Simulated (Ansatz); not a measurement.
# MgSi in Ansatz: the effect of functional

The system is MgSi.

```xyz
2
Lattice="2.8490 0.0000 0.0000 0.0000 2.8490 0.0000 0.0000 0.0000 4.0197" Properties=species:S:1:pos:R:3 pbc="T T T"
Si    1.4245    1.4245    2.0098
Mg    0.0000    0.0000    0.0000
```

The cell comes from a database or a generator and needn't be the stable form of this composition.

The cell isn't the ideal one: volume scaled by 0.94.

Alike in all runs:

```yaml
Program: Ansatz 0.2.0
Task: single point
Potentials_or_basis: Ansatz PAW
k_mesh: 9 × 9 × 7
Occupations: fermi-dirac, width 0.05 eV
Spin: no spin polarisation
```

```csv
functional,cutoff,pressure (GPa)
LDA,420 eV (not typed: the program's choice for these potentials),?
PBEsol,420 eV (not typed: the program's choice for these potentials),2.7
r2SCAN,500 eV (not typed: the program's choice for these potentials),3.1
```

Question: What does the run with functional LDA give?

Answer: Pressure 0.7 GPa.

Caveats: the PAW data sets come from PBE, with cores solved anew for the run's functional, which leaves a small shift of forces and pressure.
